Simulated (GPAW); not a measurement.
Runs of GPAW 26.7.0 on Pb. The typed cell holds 1 atom: a = 3.476 Å, b = 3.523 Å, c = 3.499 Å, α = 59.64°, β = 59.57°, γ = 60.06°. 

```csv
task,level,potentials or basis,cell,k mesh,cutoff (eV),maxiter,optimizer,fmax,max steps,convergence,gap on the mesh (eV),pressure (GPa)
relaxation of cell and atoms,LDA,"the program's PAW data sets (release 1.2.1) made for this functional, pw","relaxed from: cell sheared at random, sigma 0.01, atoms nudged by 0.01 Å",9 × 9 × 9,600,150,BFGS,0.02 eV/Å,100,-,none,0.0
optical spectrum,RPBE,"the program's PAW data sets (release 1.2.1) made for this functional, pw","cell sheared at random, sigma 0.01, atoms nudged by 0.01 Å",8 × 7 × 8,450,150,-,-,-,-,none,-
single point,PBE+D3(BJ),"GPAW PAW data sets (gpaw-data 1.2.1), pw","cell sheared at random, sigma 0.01, atoms nudged by 0.01 Å",9 × 9 × 9,600,150,-,-,-,-,none,0.1
single point,PBE,"GPAW PAW data sets (gpaw-data 1.2.1), pw","cell sheared at random, sigma 0.01, atoms nudged by 0.01 Å",9 × 9 × 9,600,150,-,-,-,-,none,(a)
```

Alike in all rows: no spin polarisation; smearing fermi-dirac 0.05 eV.

Fill in the values left out.

(a) 2.4.

Caveats: later steps reuse the first step's grids (some runs); the intraband term hangs on this k mesh (some runs); the long-wavelength limit can be off by a per cent or two (some runs); pairwise dispersion overbinds metals, which lowers pressure and volume (some runs).

A k mesh can miss the band edges, and the runs leave out spin-orbit coupling on Pb.

A gap of «none» marks a metal or a gap under the smearing width.

Not every run made on this cell is shown here.
